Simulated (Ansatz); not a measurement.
# Al16O23: the cost of one run

Method: DFT, PBE, plane-wave PAW, default files, scalar-relativistic, as far as a step names no other, in Ansatz 0.2.0.

## Step 1: The structure to begin with

The structure is monoclinic, space group C2 (No. 5). The conventional cell has a = 10.260 Å, b = 9.521 Å, c = 6.999 Å, α = 90.00°, β = 95.85°, γ = 90.00°. Around Al (site symmetry 1) lie 6 O at 1.85 to 1.97 Å. Al (site symmetry 1) has 5 O at 1.85 to 1.97 Å as nearest neighbours. Only part of the 21 independent sites is listed.

Coordinates:

```
CELL_PARAMETERS angstrom
-4.76050 -2.74848 4.33187
4.76050 -2.74848 4.33187
0.00000 5.49695 4.33187
ATOMIC_POSITIONS crystal
Al 0.35216 0.35216 0.35216
Al 0.85216 0.85216 0.35216
Al 0.85216 0.35216 0.85216
Al 0.35216 0.85216 0.85216
Al 0.14784 0.14784 0.14784
Al 0.64784 0.64784 0.14784
Al 0.64784 0.14784 0.64784
Al 0.14784 0.64784 0.64784
Al 0.64784 0.64784 0.64784
Al 0.14784 0.14784 0.64784
Al 0.14784 0.64784 0.14784
Al 0.64784 0.14784 0.14784
Al 0.85216 0.85216 0.85216
Al 0.35216 0.35216 0.85216
Al 0.35216 0.85216 0.35216
Al 0.85216 0.35216 0.35216
O 0.09666 0.90334 0.75000
O 0.09666 0.40334 0.25000
O 0.59666 0.90334 0.25000
O 0.75000 0.59666 0.40334
O 0.25000 0.09666 0.40334
O 0.25000 0.59666 0.90334
O 0.75000 0.09666 0.90334
O 0.40334 0.75000 0.59666
O 0.90334 0.25000 0.59666
O 0.90334 0.75000 0.09666
O 0.40334 0.25000 0.09666
O 0.40334 0.59666 0.25000
O 0.90334 0.09666 0.25000
O 0.90334 0.59666 0.75000
O 0.40334 0.09666 0.75000
O 0.25000 0.40334 0.59666
O 0.75000 0.90334 0.59666
O 0.75000 0.40334 0.09666
O 0.25000 0.90334 0.09666
O 0.59666 0.25000 0.40334
O 0.09666 0.75000 0.40334
O 0.09666 0.25000 0.90334
O 0.59666 0.75000 0.90334
```

The vacant site is at (0.597, 0.403, 0.750) in fractional coordinates of the input's cell.

## Step 2: Single point at the given positions

input.yaml reads:

```yaml
crystal:
  lattice:
    - [-4.7605, -2.7484759565, 4.3318666667]
    - [4.7605, -2.7484759565, 4.3318666667]
    - [0.0, 5.4969519129, 4.3318666667]
  atoms:
    - { symbol: Al, position: [0.35216, 0.35216, 0.35216] }
    - { symbol: Al, position: [0.85216, 0.85216, 0.35216] }
    - { symbol: Al, position: [0.85216, 0.35216, 0.85216] }
    - { symbol: Al, position: [0.35216, 0.85216, 0.85216] }
    - { symbol: Al, position: [0.14784, 0.14784, 0.14784] }
    - { symbol: Al, position: [0.64784, 0.64784, 0.14784] }
    - { symbol: Al, position: [0.64784, 0.14784, 0.64784] }
    - { symbol: Al, position: [0.14784, 0.64784, 0.64784] }
    - { symbol: Al, position: [0.64784, 0.64784, 0.64784] }
    - { symbol: Al, position: [0.14784, 0.14784, 0.64784] }
    - { symbol: Al, position: [0.14784, 0.64784, 0.14784] }
    - { symbol: Al, position: [0.64784, 0.14784, 0.14784] }
    - { symbol: Al, position: [0.85216, 0.85216, 0.85216] }
    - { symbol: Al, position: [0.35216, 0.35216, 0.85216] }
    - { symbol: Al, position: [0.35216, 0.85216, 0.35216] }
    - { symbol: Al, position: [0.85216, 0.35216, 0.35216] }
    - { symbol: O, position: [0.09666, 0.90334, 0.75] }
    - { symbol: O, position: [0.09666, 0.40334, 0.25] }
    - { symbol: O, position: [0.59666, 0.90334, 0.25] }
    - { symbol: O, position: [0.75, 0.59666, 0.40334] }
    - { symbol: O, position: [0.25, 0.09666, 0.40334] }
    - { symbol: O, position: [0.25, 0.59666, 0.90334] }
    - { symbol: O, position: [0.75, 0.09666, 0.90334] }
    - { symbol: O, position: [0.40334, 0.75, 0.59666] }
    - { symbol: O, position: [0.90334, 0.25, 0.59666] }
    - { symbol: O, position: [0.90334, 0.75, 0.09666] }
    - { symbol: O, position: [0.40334, 0.25, 0.09666] }
    - { symbol: O, position: [0.40334, 0.59666, 0.25] }
    - { symbol: O, position: [0.90334, 0.09666, 0.25] }
    - { symbol: O, position: [0.90334, 0.59666, 0.75] }
    - { symbol: O, position: [0.40334, 0.09666, 0.75] }
    - { symbol: O, position: [0.25, 0.40334, 0.59666] }
    - { symbol: O, position: [0.75, 0.90334, 0.59666] }
    - { symbol: O, position: [0.75, 0.40334, 0.09666] }
    - { symbol: O, position: [0.25, 0.90334, 0.09666] }
    - { symbol: O, position: [0.59666, 0.25, 0.40334] }
    - { symbol: O, position: [0.09666, 0.75, 0.40334] }
    - { symbol: O, position: [0.09666, 0.25, 0.90334] }
    - { symbol: O, position: [0.59666, 0.75, 0.90334] }
total_charge: 2
kpoints:
  mp_grid: { grid: [3, 3, 3] }
scf:
  occupations: { method: fermi_dirac, width: 0.01 }
hamiltonian:
  xc: pbe
  pseudopotentials: { kind: paw }
output:
  forces: true
  stress: true
  populations: true
  efg:
    quadrupole_moments_barn: { Al: 0.1466, O: -0.02558 }
    contact_densities: true
  write_density: true
  write_potential: true
  elf: true
  volumetric_format: npy
```

Run with:

```sh
$ ansatz run input.yaml --threads 1 --pin off --max-ram 3072MiB --backend cpu --events-out ev --progress --plain --runs-dir out
```

Q: Estimate wall time and peak memory on 1 thread of Arm Neoverse N1, shared host.

About 2.3 min, with a peak of 0.73 GiB.
